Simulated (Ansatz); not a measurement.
# Platinum, fcc under RPBE: ground state and equation of state

The plan for platinum in the fcc structure: relax it, solve it on a dense k-mesh, switch on spin-orbit coupling, then scale the cell to 7 volumes from 88 to 112 % of the relaxed one and try a fit of the equation of state. The start is ferromagnetic. The k-meshes are 14×14×14 for the relaxation; 22×22×22 for the dense run; 14×14×14 for spin-orbit coupling; 22×22×22 for the volumes. The starting cell is the deposited one, from the Crystallography Open Database.

Computed with Ansatz 0.2.0 (DFT RPBE, plane waves (420 eV) with PAW, scalar-relativistic; PAW files made under PBE, frozen cores solved again for the functional, unless a step says otherwise).

### Step 1. The starting structure

Symmetry: Fm-3m, No. 225, cubic system. Conventional cell: a = 3.923 Å, b = 3.923 Å, c = 3.923 Å, α = 90.00°, β = 90.00°, γ = 90.00°. Pt (site symmetry m-3m) is surrounded by 12 Pt at 2.77 Å.

Structure file:

```
CELL_PARAMETERS angstrom
0.00000 1.96155 1.96155
1.96155 0.00000 1.96155
1.96155 1.96155 0.00000
ATOMIC_POSITIONS crystal
Pt 0.00000 0.00000 0.00000
```

Starting moments (μB): +1.

### Step 2. Relaxation of the cell

The input, input.yaml:

```yaml
crystal:
  lattice:
    - [0.0, 1.96155, 1.96155]
    - [1.96155, 0.0, 1.96155]
    - [1.96155, 1.96155, 0.0]
  atoms:
    - { symbol: Pt, position: [0.0, 0.0, 0.0], spin: 1.0 }
hamiltonian:
  xc: rpbe
  pseudopotentials:
    kind: paw
    azcp:
      Pt: "pseudopotentials/Pt.paw.azcp"
basis:
  ecutwfc: 420
  fft_grid_basis: typed
kpoints:
  mp_grid: { grid: [14, 14, 14], shift: [0, 0, 0] }
magnetization:
  spin_polarized: true
scf:
  occupations: { method: fermi_dirac, width: 0.05 }
relax:
  max_steps: 60
  f_tol: 0.01
  cell: {}
```

The program printed:

```text
Warning: RAYON_NUM_THREADS=4 ignored (pool sized by the plan → 4); use --threads N
Engine: ansatz 0.2.0, aarch64-unknown-linux-gnu
Pseudopotentials: kind: paw
Pseudopotential: Pt, paw, valence charge 18, recommended cutoff 420 eV (normal), <dir>
Functional definition: RPBE
  parameter kappa = 0.804
  parameter beta = 0.06672455060314922
  exchange = rpbe_x(kappa = kappa, mu = beta*pi^2/3)
  correlation = pbe_c(beta = beta)
Crystal: 1 atoms, lattice volume = 15.095 Å³
Basis set: ecut = 420 eV, 283 PW (Γ), exchange–correlation on 40×40×40 points (8 copies of the dense FFT grid, shifted against one another)
Bands: 14, of which v1, the nominal top of the filled ones, is band 9 counted from 1 (8 counted from 0)
Symmetry: 48 space group operations
Space group: Fm-3m (ITA 225), of the structure as read, at distance tolerance 2.5e-5 Å
Magnetic group: BNS 225.116 (UNI 1618), of the structure as read, at distance tolerance 2.5e-5 Å
k-points: 104 of 2744
Non-local potential: Pt, projectors of the file, l = 0: 3, l = 1: 2, l = 2: 2, l = 3: 1
PAW form: soft (Blöchl's): semilocal exchange-correlation on the pseudo side does not see the compensation charge
PAW frozen core: Pt, regenerated for the run's functional, and the local potential with it (the file was generated under x = pbe(κ = 0.804, μ = 0.2195149727645171), c = pbe(β = 0.06672455060314922))
PAW one-centre angular grid: Pt, 590 points (default); XC on 64 Gauss nodes
Initial density: superposition of atomic densities (chi_scale 0.1, normalization cell)
Starting moments: Σ|m| = 1 μB on 1 of 1 site
Initial wavefunctions: pseudopotential atomic-orbital guess
Functional: x = rpbe, c = pbe(β = 0.06672455060314922)
SCF iter   1: F=—  HF=-12536.770437 eV  |F-HF|=—  |Δ(HF+E_count)|=         —  Δρ=4.13e-2 (↑4.13e-2 ↓3.48e-2)  dr2=7.02e-1  dr2_m=3.17e-2  M=0.595 μB ∫|m|=0.608 μB  β_m=0.30  ethr=3.10e-3  ⟨swp⟩=4.9  Hψ=15204  notcnv=0
Mixer restart at iter 1: flushing history
preconditioner: auto → none  [metal: Δε(μ)=0.007 eV  Ē_g=16.244 eV  σ=0.050 eV  W_gap=0.03  n_scr=8 (ndim 8)  ℏωp=30.2 eV  f_vac=0.000  D(μ)=1.14/eV (n_scr^D=14)  sad-step TF]
SCF iter   2: F=—  HF=-12536.738738 eV  |F-HF|=—  |Δ(HF+E_count)|=   3.17e-2  Δρ=3.15e-2 (↑3.15e-2 ↓2.54e-2)  dr2=3.77e-1  dr2_m=2.08e-2  M=0.555 μB ∫|m|=0.577 μB  β_m=0.65  ethr=3.10e-3  ⟨swp⟩=1.8  Hψ=5011  notcnv=0  defer=25
SCF iter   3: F=—  HF=-12536.743508 eV  |F-HF|=—  |Δ(HF+E_count)|=   4.77e-3  Δρ=5.75e-3 (↑5.62e-3 ↓5.75e-3)  dr2=1.82e-3  dr2_m=3.27e-3  M=0.414 μB ∫|m|=0.454 μB  β_m=0.82  ethr=2.09e-3  ⟨swp⟩=2.1  Hψ=4802  notcnv=0  defer=96
SCF iter   4: F=—  HF=-12536.771710 eV  |F-HF|=—  |Δ(HF+E_count)|=         —  Δρ=1.69e-2 (↑1.69e-2 ↓1.56e-2)  dr2=2.89e-4  dr2_m=3.64e-2  M=0.156 μB ∫|m|=0.181 μB  β_m=0.82  ethr=1.01e-5  ⟨swp⟩=2.3  Hψ=6100  notcnv=0  defer=101
Mixer restart at iter 4: flushing history
SCF iter   5: F=—  HF=-12536.768111 eV  |F-HF|=—  |Δ(HF+E_count)|=   3.60e-3  Δρ=8.38e-3 (↑7.60e-3 ↓8.38e-3)  dr2=1.66e-4  dr2_m=8.81e-3  M=0.082 μB ∫|m|=0.096 μB  β_m=0.91  ethr=1.61e-6  ⟨swp⟩=2.0  Hψ=5295  notcnv=0  defer=101
SCF iter   6: F=—  HF=-12536.768064 eV  |F-HF|=—  |Δ(HF+E_count)|=   4.61e-5  Δρ=2.25e-3 (↑2.25e-3 ↓1.22e-3)  dr2=1.62e-3  dr2_m=5.89e-5  M=0.009 μB ∫|m|=0.012 μB  β_m=0.69  ethr=9.22e-7  ⟨swp⟩=2.3  Hψ=5851  notcnv=0  defer=101
SCF iter   7: F=—  HF=-12536.767313 eV  |F-HF|=—  |Δ(HF+E_count)|=   7.52e-4  Δρ=2.94e-4 (↑2.49e-4 ↓2.94e-4)  dr2=1.19e-6  dr2_m=8.66e-6  M=0.005 μB ∫|m|=0.006 μB  β_m=0.84  ethr=9.22e-7  ⟨swp⟩=2.0  Hψ=4882  notcnv=0  defer=101
SCF iter   8: F=—  HF=-12536.767321 eV  |F-HF|=—  |Δ(HF+E_count)|=   8.51e-6  Δρ=8.32e-5 (↑8.32e-5 ↓7.89e-5)  dr2=6.79e-9  dr2_m=9.03e-7  M=0.001 μB ∫|m|=0.001 μB  β_m=0.92  ethr=6.59e-9  ⟨swp⟩=2.0  Hψ=4833  notcnv=0  defer=101
SCF iter   9: F=—  HF=-12536.767322 eV  |F-HF|=—  |Δ(HF+E_count)|=   4.37e-7  Δρ=5.81e-6 (↑5.31e-6 ↓5.81e-6)  dr2=2.27e-10  dr2_m=4.08e-9  M=0.000 μB ∫|m|=0.000 μB  β_m=0.96  ethr=3.77e-11  ⟨swp⟩=3.4  Hψ=6153  notcnv=0  defer=101
SCF iter  10: F=—  HF=-12536.767322 eV  |F-HF|=—  |Δ(HF+E_count)|=   7.67e-9  Δρ=1.11e-6 (↑9.36e-7 ↓1.11e-6)  dr2=5.72e-12  dr2_m=1.45e-10  M=-0.000 μB ∫|m|=0.000 μB  β_m=0.98  ethr=1.26e-12  ⟨swp⟩=2.4  Hψ=5173  notcnv=0  defer=101
SCF iter  11: F=-12536.767322 eV  HF=-12536.767322 eV  |F-HF|=7.28e-12  |Δ(HF+E_count)|=  9.09e-12  Δρ=4.62e-8 (↑2.79e-8 ↓4.62e-8)  dr2=1.55e-13  dr2_m=1.13e-13  M=0.000 μB ∫|m|=0.000 μB  ethr=1.00e-12  ⟨swp⟩=1.0  Hψ=7189  notcnv=0
WARN: the starting moments were not kept: the SCF closed with an absolute magnetisation of 1.9e-7 μB, where they sum to 1 μB in size (1 site). That is at most 0.1 of that sum. Measured as dr2_m measures the in/out step, that magnetisation stands 1.6e-14 eV from none, at or under the dr2_threshold of 1.0e-7 eV: it is no larger than a step whose dr2_m would equal this threshold. The system may hold no moment; this SCF shows only that its start led to no more than that. To try another start: raise the starting moments (crystal.atoms[].spin, magnetization.per_species, magnetization.initial_magnetization, or on a non-collinear deck that types none of these the spinor_matrix: blocks that start its atoms; where the total moment is fixed, keep their sum and leave initial_magnetization as it is; typed ones take the place of any that the run laid by itself, positive ones on a crystal's lanthanoids without a Hubbard term where scf.initial_density.shell_occupations: [] is typed) or, if the notice of its spin-set hold's release reads "site moments contracting" or "site moments show no strong build", lengthen the hold (scf.mixing.spin_hold: { on: { confirm: 4 } }; for m-r²SCAN on two components see the key's manual first). Each may lead to a state that holds a moment. A second SCF, from the converged charge density, with the starting moments and any scf.initial_density.shell_occupations laid on it anew, would have followed, and was not run: the deck does not ask for one (magnetization.retry_lost_moments is false, the default). To let it run, set magnetization.retry_lost_moments: true and run the deck again, where that key's refused combinations let it; where memory then withholds it, that run's warning says so.
SCF 1 converged in 11 iterations: F = -12536.767322 eV  dr2 = 1.55e-13
relax step   1: F+E_penalty+E_count = -12536.76732156 eV  Δ(F+E_penalty+E_count) = +0.000e0 eV  max|allowed force component| = 0.000e0 eV/Å  Δτ_max = 0.0000 Å  P = +13.955 GPa  Ω = 15.095 Å³  (11 SCF iters, dr2 threshold 1.00e-7 eV, accepted)
[... 24 lines left out ...]
relax step   2: F+E_penalty+E_count = -12536.73007595 eV  Δ(F+E_penalty+E_count) = +3.725e-2 eV  max|allowed force component| = 0.000e0 eV/Å  Δτ_max = 0.0000 Å  P = -14.970 GPa  Ω = 17.269 Å³  energy of the carried Pulay correction = -1.097e-3 eV  (13 SCF iters, dr2 threshold 1.00e-7 eV, rejected (line search))
[... 21 lines left out ...]
relax step   3: F+E_penalty+E_count = -12536.79912673 eV  Δ(F+E_penalty+E_count) = -3.181e-2 eV  max|allowed force component| = 0.000e0 eV/Å  Δτ_max = 0.0000 Å  P = -2.272 GPa  Ω = 16.071 Å³  energy of the carried Pulay correction = -5.112e-4 eV  (14 SCF iters, accepted)
[... 14 lines left out ...]
relax step   4: F+E_penalty+E_count = -12536.80037266 eV  Δ(F+E_penalty+E_count) = -1.246e-3 eV  max|allowed force component| = 0.000e0 eV/Å  Δτ_max = 0.0000 Å  P = -0.038 GPa  Ω = 15.911 Å³  energy of the carried Pulay correction = -4.297e-4 eV  (8 SCF iters, dr2 threshold 1.00e-7 eV, accepted)
[... 12 lines left out ...]
relax step   5: F+E_penalty+E_count = -12536.80073889 eV  Δ(F+E_penalty+E_count) = -3.662e-4 eV  max|allowed force component| = 0.000e0 eV/Å  Δτ_max = 0.0000 Å  P = -0.064 GPa  Ω = 15.911 Å³  stress off target by 6.41e-2 GPa  SCF on the basis re-selected at this cell (its energy is not comparable with the rows above)  (7 SCF iters)
[... 12 lines left out ...]
relax step   6: F+E_penalty+E_count = -12536.80074191 eV  Δ(F+E_penalty+E_count) = -3.025e-6 eV  max|allowed force component| = 0.000e0 eV/Å  Δτ_max = 0.0000 Å  P = +0.001 GPa  Ω = 15.907 Å³  energy of the carried Pulay correction = +2.137e-6 eV  (5 SCF iters, dr2 threshold 1.03e-8 eV, accepted)
[... 9 lines left out ...]
relax step   7: F+E_penalty+E_count = -12536.80073189 eV  Δ(F+E_penalty+E_count) = +1.002e-5 eV  max|allowed force component| = 0.000e0 eV/Å  Δτ_max = 0.0000 Å  P = +0.003 GPa  Ω = 15.907 Å³  stress off target by 2.56e-3 GPa  SCF on the basis re-selected at this cell (its energy is not comparable with the rows above)  (5 SCF iters)
basis re-selected at this cell: Δ(F+E_penalty+E_count) = +1.002e-5 eV, ΔP = +0.001 GPa vs the last step (what re-selecting the basis moved, of the pressure what is left beyond the Pulay correction that the steps carried, after the strain that the cell walked since its last selection, with what the two solves' SCF thresholds leave and, on support functions, any second-order correction that the steps lacked; it is no measure of the basis error at this ecutwfc). This SCF's stress stands 2.56e-3 GPa from its target on what of the cell is left free (relax.cell.stress_tol is 5.00e-2 GPa) and its largest allowed force component is 0.00e0 eV/Å (relax.f_tol is 1.00e-2 eV/Å): within both
SCF converged after 5 iterations
Magnetization: 0.0000 μB (9.0000 up, 9.0000 down)
Absolute magnetization: 0.0000 μB (∫|ρ↑−ρ↓|, with the PAW one-centre terms)
Spin contamination: 0.0000 ħ² per cell (⟨S²⟩ above its minimum at these occupations)
Per-site moments (μB) at R_I (Å): [(9.516089310814249e-7, 1.1644490633154614)]
Free energy (F): -12536.800732 eV
Harris-Foulkes:  -12536.800732 eV  (|F-HF|=0.00e0)
Internal energy: -12536.785484 eV  (E = F + TS)
E sigma→0 (E₀):  -12536.793108 eV
Entropy (-TS):   -0.015248 eV (-15.248 meV/atom)
Fermi energy:    21.858434 eV
--- Per-component energies (eV) ---
  E_band       = -151.197698
  E_kinetic    = 636.554389
  E_local      = -1531.298375  (includes V_loc(G=0)·N_el)
  E_nonlocal   = 199.164853
  E_hartree    = 566.993426
  E_xc         = -261.637084
  E_vxc        = -302.221483  (∫ρ·V_xc dr)
  E_paw        = -9467.471076  (= ΣΔE_a)
  E_vpaw       = -287.384204  (= ΣTr[D̂ρ^β])
  E_aug_tail   = 0.000207  (compensation charges beyond the density's cutoff)
  E_ewald      = -2679.054502
  E_core_change = -0.037321  (= ΣΔE_core)
  E_smearing   = -0.015248  (= −TS)
  E_closure    = -0.000000  (closes the sum)
  Σ components = -12536.800732   (vs F -12536.800732, Δ=0.00e0)
--- Forces (eV/Å), atoms counted from 1 ---
  atom   1  Pt    -0.00000000     0.00000000    -0.00000000
  max |Σ_I F_I| component: 1.56e-31 eV/Å
--- Stress (GPa, compression-positive) ---
        0.002557      -0.000000       0.000000
       -0.000000       0.002557      -0.000000
       -0.000000      -0.000000       0.002557
  P = ⅓ Tr σ = 0.0026 GPa (0.026 kbar)
--- Relaxed structure (5 steps of the walk, 4 accepted, 2 SCFs on fresh bases) ---
  F+E_penalty+E_count = -12536.80073189 eV   max|allowed force component| = 0.000e0 eV/Å   (the final SCF, on the basis selected at the relaxed cell)
  cell:  # Å, volume = 15.9065 Å³
    - [-9.553822760911683e-34, 1.9960965551919667, 1.9960965551919667]
    - [1.9960965551919667, -4.7132189311959685e-34, 1.9960965551919667]
    - [1.9960965551919667, 1.9960965551919667, 1.2738430082238973e-34]
  atoms:
    - { symbol: Pt, position: [0.0, 0.0, 0.0] }
```

Run time: 7.5 s. Hardware: 4 threads of an Arm CPU, shared host; peak memory 0.3 GiB.

Relaxation path:

```tsv
step	energy change (meV/atom)	largest force (eV/Å)	pressure (GPa)	volume (Å³/atom)	accepted
1	0.00	0.0000	13.96	15.095	yes
2	37.25	0.0000	-14.97	17.269	no
3	-31.81	0.0000	-2.27	16.071	yes
4	-33.05	0.0000	-0.04	15.911	yes
5	-33.42	0.0000	-0.06	15.911	yes
6	-33.42	0.0000	0.00	15.907	yes
7	-33.41	0.0000	0.00	15.907	yes
```

Steps that repeat a cell are solved on a basis chosen anew, so their changes of energy are no gain of the relaxation.

Changes in the cell that was computed:

|  | before | after | change |
| --- | --- | --- | --- |
| a (Å) | 2.774 | 2.823 | +1.8 % |
| b (Å) | 2.774 | 2.823 | +1.8 % |
| c (Å) | 2.774 | 2.823 | +1.8 % |
| volume (Å³/atom) | 15.095 | 15.907 | +5.4 % |
| shortest distance (Å) | 2.774 | 2.823 | +1.8 % |
| space group (spins left aside) | Fm-3m | Fm-3m | same |

### Step 3. Single point on a dense mesh

The input, input.yaml:

```yaml
crystal:
  lattice:
    - [0.0, 1.9960965552, 1.9960965552]
    - [1.9960965552, 0.0, 1.9960965552]
    - [1.9960965552, 1.9960965552, 0.0]
  atoms:
    - { symbol: Pt, position: [0.0, 0.0, 0.0], spin: 1.0 }
hamiltonian:
  xc: rpbe
  pseudopotentials:
    kind: paw
    azcp:
      Pt: "pseudopotentials/Pt.paw.azcp"
basis:
  ecutwfc: 420
  fft_grid_basis: typed
kpoints:
  mp_grid: { grid: [22, 22, 22], shift: [0, 0, 0] }
magnetization:
  spin_polarized: true
scf:
  occupations: { method: fermi_dirac, width: 0.05 }
```

The program printed (excerpt; [...] marks lines left out):

```text
Warning: RAYON_NUM_THREADS=4 ignored (pool sized by the plan → 4); use --threads N
[...]
Pseudopotentials: kind: paw
Pseudopotential: Pt, paw, valence charge 18, recommended cutoff 420 eV (normal), <dir>
Functional definition: RPBE
[...]
Crystal: 1 atoms, lattice volume = 15.907 Å³
Basis set: ecut = 420 eV, 331 PW (Γ)
Bands: 14, of which v1, the nominal top of the filled ones, is band 9 counted from 1 (8 counted from 0)
Symmetry: 48 space group operations
Space group: Fm-3m (ITA 225), of the structure as read, at distance tolerance 2.5e-5 Å
Magnetic group: BNS 225.116 (UNI 1618), of the structure as read, at distance tolerance 2.5e-5 Å
k-points: 328 of 10648
[...]
Starting moments: Σ|m| = 1 μB on 1 of 1 site
[...]
SCF iter   1: F=—  HF=-12536.916535 eV  |F-HF|=—  |Δ(HF+E_count)|=         —  Δρ=6.17e-2 (↑6.17e-2 ↓2.81e-2)  dr2=7.12e-1  dr2_m=1.66e-1  M=0.262 μB ∫|m|=0.262 μB  β_m=0.30  ethr=3.10e-3  ⟨swp⟩=4.8  Hψ=47274  notcnv=0
[...]
SCF iter  10: F=-12536.795859 eV  HF=-12536.795859 eV  |F-HF|=1.82e-11  |Δ(HF+E_count)|=  4.00e-11  Δρ=1.20e-7 (↑1.20e-7 ↓9.02e-8)  dr2=6.63e-12  dr2_m=2.02e-13  M=-0.000 μB ∫|m|=0.000 μB  ethr=1.00e-12  ⟨swp⟩=1.0  Hψ=26373  notcnv=0
[...]
WARN: the starting moments were not kept: the SCF closed with an absolute magnetisation of 2.4e-6 μB, where they sum to 1 μB in size (1 site). That is at most 0.1 of that sum. Measured as dr2_m measures the in/out step, that magnetisation stands 3.1e-12 eV from none, at or under the [...]
SCF converged after 10 iterations
Magnetization: -0.0000 μB (9.0000 up, 9.0000 down)
Absolute magnetization: 0.0000 μB (∫|ρ↑−ρ↓|, with the PAW one-centre terms)
Spin contamination: 0.0000 ħ² per cell (⟨S²⟩ above its minimum at these occupations)
Per-site moments (μB) at R_I (Å): [(-2.371093997923324e-6, 1.1644490633201479)]
Free energy (F): -12536.795859 eV
[...]
E sigma→0 (E₀):  -12536.787727 eV
Entropy (-TS):   -0.016266 eV (-16.266 meV/atom)
Fermi energy:    21.866628 eV
[...]
```

Run time: 3.4 s. Hardware: 4 threads of an Arm CPU, shared host; peak memory 0.36 GiB.

### Step 4. Spin-orbit coupling switched on

The input, input.yaml:

```yaml
crystal:
  lattice:
    - [0.0, 1.9960965552, 1.9960965552]
    - [1.9960965552, 0.0, 1.9960965552]
    - [1.9960965552, 1.9960965552, 0.0]
  atoms:
    - { symbol: Pt, position: [0.0, 0.0, 0.0], spin: 1.0, spin_axis: [0, 0, 1] }
hamiltonian:
  xc: rpbe
  pseudopotentials:
    kind: paw_fr
    azcp:
      Pt: "pseudopotentials/Pt.paw.azcp"
basis:
  ecutwfc: 420
  fft_grid_basis: typed
kpoints:
  mp_grid: { grid: [14, 14, 14], shift: [0, 0, 0] }
magnetization:
  noncollinear: true
  spin_orbit: true
scf:
  occupations: { method: fermi_dirac, width: 0.05 }
```

The program printed (excerpt; [...] marks lines left out):

```text
Warning: RAYON_NUM_THREADS=4 ignored (pool sized by the plan → 4); use --threads N
[...]
Pseudopotentials: kind: paw_fr
Pseudopotential: Pt, paw_fr, valence charge 18, recommended cutoff 420 eV (normal), <dir>
Functional definition: RPBE
[...]
Crystal: 1 atoms, lattice volume = 15.907 Å³
Basis set: ecut = 420 eV, 331 PW (Γ)
Bands: 26, of which v1, the nominal top of the filled ones, is band 18 counted from 1 (17 counted from 0)
Symmetry: 8 space group operations + 8 with time reversal
Magnetic group: BNS 139.537 (UNI 1197), of the structure as read, at distance tolerance 2.5e-5 Å
k-points: 244 of 2744 (time reversal used)
Projection manifold: j_resolved (fully-relativistic pseudo-atomic orbitals)
[...]
Starting moments: Σ|m| = 1 μB on 1 of 1 site
[...]
SCF iter   1: F=—  HF=-12571.612136 eV  |F-HF|=—  |Δ(HF+E_count)|=         —  Δρ=8.07e-2  dr2=1.03e0  dr2_m=2.06e-1  ethr=3.10e-3  |M|=4.30e-1 ∫|m|=4.37e-1 μB  |m|>n=0.0e0 m-floor=0.0e0 τ_xc=0.0e0  β_m=0.30  ⟨swp⟩=6.0  Hψ=29320  notcnv=0  defer=55
[...]
SCF iter  18: F=-12571.376663 eV  HF=-12571.376663 eV  |F-HF|=2.36e-11  |Δ(HF+E_count)|=  1.47e-10  Δρ=2.84e-7  dr2=4.50e-13  dr2_m=7.83e-12  ethr=1.00e-12  |M|=2.99e-6 ∫|m|=6.62e-6 μB  |m|>n=0.0e0 m-floor=0.0e0 τ_xc=1.0e-27  ⟨swp⟩=1.0  Hψ=14959  notcnv=0
WARN: the starting moments were not kept: the SCF closed with an absolute magnetisation of 6.6e-6 μB, where they sum to 1 μB in size (1 site). That is at most 0.1 of that sum. Measured as dr2_m measures the in/out step, that magnetisation stands 9.4e-12 eV from none, at or under the [...]
SCF converged after 18 iterations
Stability not checked: this state was not tested for a lower state beside it, because this non-collinear magnet's GGA is evaluated by the locally collinear projection, under which the energy is not smooth in the magnetisation (locally_collinear_gga; see scf.lower_state_search)
Magnetization: |M| = 0.0000 μB,  M = (-0.0000, -0.0000, -0.0000) μB
Absolute magnetization: 0.0000 μB (∫|m|, with the PAW one-centre terms)
  site 0: m = (-0.0000, -0.0000, -0.0000) μB, |m| = 0.0000 μB  (R = 1.16 Å)
Free energy (F): -12571.376663 eV
[...]
E sigma→0 (E₀):  -12571.368350 eV
Entropy (-TS):   -0.016627 eV (-16.627 meV/atom)
Fermi energy:    21.949965 eV
[...]
```

Run time: 12 s. Hardware: 4 threads of an Arm CPU, shared host; peak memory 0.51 GiB.

With and without spin-orbit coupling:

```tsv
	scalar-relativistic	with spin-orbit coupling
k-mesh	22×22×22	14×14×14
gap on the mesh	none (levels filled in part)	none (levels filled in part)
magnetic state	non-magnetic	non-magnetic
```

The meshes differ, so small differences between the columns need not come from spin-orbit coupling.

(Part 1 of 2 ends here.)
